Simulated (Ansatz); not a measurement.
# VSi11O24: the cost of one run

Computed with Ansatz 0.2.0 (DFT, PBE, plane-wave PAW, default files, scalar-relativistic, as far as a step names no other, unless a step's input says otherwise).

1 further run of the same task is left out (it didn't finish).

### 1 Starting point

Symmetry: P1, No. 1, triclinic system. The conventional cell has a = 7.309 Å, b = 7.309 Å, c = 9.832 Å, α = 109.65°, β = 109.65°, γ = 95.47°. V (site symmetry 1) is surrounded by 4 O at 1.61 Å. Si (site symmetry 1) has 4 O at 1.61 Å as nearest neighbours. Only part of the 36 independent sites is listed.

Structure file:

```
CELL_PARAMETERS angstrom
-7.37370 4.25721 5.40910
7.37370 -4.25721 5.40910
2.45790 4.25721 -5.40910
ATOMIC_POSITIONS crystal
V 0.16667 0.43182 0.26515
Si 0.66667 0.93182 0.26515
Si 0.66667 0.43182 0.76515
Si 0.16667 0.93182 0.76515
Si 0.59848 0.33333 0.26515
Si 0.09848 0.83333 0.26515
Si 0.09848 0.33333 0.76515
Si 0.59848 0.83333 0.76515
Si 0.23485 0.23485 0.46970
Si 0.73485 0.73485 0.46970
Si 0.73485 0.23485 0.96970
Si 0.23485 0.73485 0.96970
O 0.64760 0.51360 0.28020
O 0.14760 0.01360 0.28020
O 0.14760 0.51360 0.78020
O 0.64760 0.01360 0.78020
O 0.47317 0.40007 0.65890
O 0.97317 0.90007 0.65890
O 0.97317 0.40007 0.15890
O 0.47317 0.90007 0.15890
O 0.70073 0.40783 0.56090
O 0.20073 0.90783 0.56090
O 0.20073 0.40783 0.06090
O 0.70073 0.90783 0.06090
O 0.13260 0.26660 0.28020
O 0.63260 0.76660 0.28020
O 0.63260 0.26660 0.78020
O 0.13260 0.76660 0.78020
O 0.68573 0.75883 0.65890
O 0.18573 0.25883 0.65890
O 0.18573 0.75883 0.15890
O 0.68573 0.25883 0.15890
O 0.36017 0.65307 0.56090
O 0.86017 0.15307 0.56090
O 0.86017 0.65307 0.06090
O 0.36017 0.15307 0.06090
```

Atom 1 of the input is the impurity.

### 2 First run, atoms as given

Input file input.yaml:

```yaml
crystal:
  lattice:
    - [-7.3737, 4.2572076799, 5.4091]
    - [7.3737, -4.2572076799, 5.4091]
    - [2.4579, 4.2572076799, -5.4091]
  atoms:
    - { symbol: V, position: [0.1666666666, 0.4318166666, 0.26515] }
    - { symbol: Si, position: [0.6666666666, 0.9318166666, 0.26515] }
    - { symbol: Si, position: [0.6666666666, 0.4318166666, 0.76515] }
    - { symbol: Si, position: [0.1666666666, 0.9318166666, 0.76515] }
    - { symbol: Si, position: [0.5984833334, 0.3333333334, 0.26515] }
    - { symbol: Si, position: [0.0984833333, 0.8333333334, 0.26515] }
    - { symbol: Si, position: [0.0984833333, 0.3333333334, 0.76515] }
    - { symbol: Si, position: [0.5984833334, 0.8333333334, 0.76515] }
    - { symbol: Si, position: [0.23485, 0.23485, 0.4697] }
    - { symbol: Si, position: [0.73485, 0.73485, 0.4697] }
    - { symbol: Si, position: [0.73485, 0.23485, 0.9697] }
    - { symbol: Si, position: [0.23485, 0.73485, 0.9697] }
    - { symbol: O, position: [0.6476, 0.5136, 0.2802] }
    - { symbol: O, position: [0.1476, 0.0136, 0.2802] }
    - { symbol: O, position: [0.1476, 0.5136, 0.7802] }
    - { symbol: O, position: [0.6476, 0.0136, 0.7802] }
    - { symbol: O, position: [0.4731666666, 0.4000666666, 0.6589] }
    - { symbol: O, position: [0.9731666666, 0.9000666666, 0.6589] }
    - { symbol: O, position: [0.9731666666, 0.4000666666, 0.1589] }
    - { symbol: O, position: [0.4731666666, 0.9000666666, 0.1589] }
    - { symbol: O, position: [0.7007333334, 0.4078333334, 0.5609] }
    - { symbol: O, position: [0.2007333333, 0.9078333334, 0.5609] }
    - { symbol: O, position: [0.2007333333, 0.4078333334, 0.0609] }
    - { symbol: O, position: [0.7007333334, 0.9078333334, 0.0609] }
    - { symbol: O, position: [0.1326, 0.2666, 0.2802] }
    - { symbol: O, position: [0.6326, 0.7666, 0.2802] }
    - { symbol: O, position: [0.6326, 0.2666, 0.7802] }
    - { symbol: O, position: [0.1326, 0.7666, 0.7802] }
    - { symbol: O, position: [0.6857333334, 0.7588333334, 0.6589] }
    - { symbol: O, position: [0.1857333334, 0.2588333334, 0.6589] }
    - { symbol: O, position: [0.1857333334, 0.7588333334, 0.1589] }
    - { symbol: O, position: [0.6857333334, 0.2588333334, 0.1589] }
    - { symbol: O, position: [0.3601666666, 0.6530666666, 0.5609] }
    - { symbol: O, position: [0.8601666666, 0.1530666666, 0.5609] }
    - { symbol: O, position: [0.8601666666, 0.6530666666, 0.0609] }
    - { symbol: O, position: [0.3601666666, 0.1530666666, 0.0609] }
total_charge: 1
kpoints:
  mp_grid: { grid: [3, 3, 4] }
scf:
  occupations: { method: fermi_dirac, width: 0.01 }
hamiltonian:
  xc: pbe
  pseudopotentials: { kind: paw }
output:
  forces: true
  stress: true
  populations: true
  efg:
    quadrupole_moments_barn: { V: -0.052, O: -0.02558 }
    contact_densities: true
  write_density: true
  write_potential: true
  elf: true
  volumetric_format: npy
```

The run is started by

```bash
ansatz run input.yaml --threads 1 --pin off --max-ram 3072MiB --backend cpu --events-out ev --progress --plain --runs-dir out
```

Q: Estimate wall time and peak memory on 1 thread of Arm Neoverse V1, shared host.

About 4.7 min, with a peak of 1.3 GiB.
